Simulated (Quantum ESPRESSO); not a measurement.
Crystal: BaTe.

```
CELL_PARAMETERS angstrom
0.00000 3.41000 3.41000
3.41000 0.00000 3.41000
3.41000 3.41000 0.00000
ATOMIC_POSITIONS crystal
Ba 0.00000 0.00000 0.00000
Te 0.50000 0.50000 0.50000
```

Base run:

```yaml
Program: Quantum ESPRESSO 7.5
Functional: PBE
Potentials_or_basis: PseudoDojo 0.4.1 SR PBE standard
Cutoff: 1088 eV
Density_cutoff: 4354 eV
k_mesh: 4 × 4 × 4, shifted
Occupations: fermi-dirac, width 0.05 eV
Spin: no spin polarisation
```

Its results: pressure 4.0 GPa; electronic dielectric tensor (diagonal) 6.38.

**Question.** After a change of settings the same cell gave: pressure 0.9 GPa; electronic dielectric tensor (diagonal) 6.54. Which change was it?
A. functional from PBE to PBEsol; potentials or basis from PseudoDojo 0.4.1 SR PBE standard to PseudoDojo 0.4.1 SR PBEsol standard
B. functional from PBE to AM05
C. functional from PBE to WC
D. functional from PBE to LDA; potentials or basis from PseudoDojo 0.4.1 SR PBE standard to PseudoDojo 0.4.1 SR LDA standard

**Answer.** D.

Caveats: this release of the barium file is off; the cell is more than 3 GPa from zero pressure, which shifts response properties (some runs).
